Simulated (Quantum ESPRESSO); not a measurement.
Fe: single point with PBEsol

The system is Fe.

```
CELL_PARAMETERS angstrom
0.00000 1.94174 1.96511
1.49844 0.00000 1.96511
1.49844 1.94174 0.00000
ATOMIC_POSITIONS crystal
Fe 0.00000 0.00000 0.00000
```

```yaml
Program: Quantum ESPRESSO 7.5
Task: single point
Functional: PBEsol
Potentials_or_basis: GBRV 1.5 PBEsol
Cutoff: 762 eV
Density_cutoff: 6095 eV
k_mesh: 13 × 13 × 13
Occupations: fermi-dirac, width 0.05 eV
Spin: collinear spin, ferromagnetic start
Starting_moments: "[3.0] μB"
```

- Pressure: -8.6 GPa
- Band gap on the k mesh: none (metal or under the smearing width)
- Net moment: 2.27 μB per cell
- Absolute moment: 2.37 μB per cell
- Site moments: Fe +2.31 μB
- Valence electrons inside the program's atomic spheres: Fe 14.38

Stress tensor (GPa, compression positive):
```
-13.22   0.00   0.00
  0.00  -5.50   0.00
  0.00   0.00  -7.18
```

Levels at points of the mesh, in eV from the Fermi level:
Spin up:
```tsv
k point	band 6	band 7	band 8	band 9	band 10	band 11	band 12	band 13
(0.00, 0.00, 0.00)	-2.54	-2.44	-2.10	-1.30	-0.89	23.12	24.61	24.87
```
Spin down:
```csv
k point,band 5,band 6,band 7,band 8,band 9,band 10
"(0.00, 0.00, 0.00)",-8.32,-0.47,-0.33,0.16,1.32,1.92
```

Wall time 59 s on 2 MPI ranks on Intel(R) Xeon(R) Processor @ 2.70GHz (shared host), peak memory 0.24 GiB a rank.
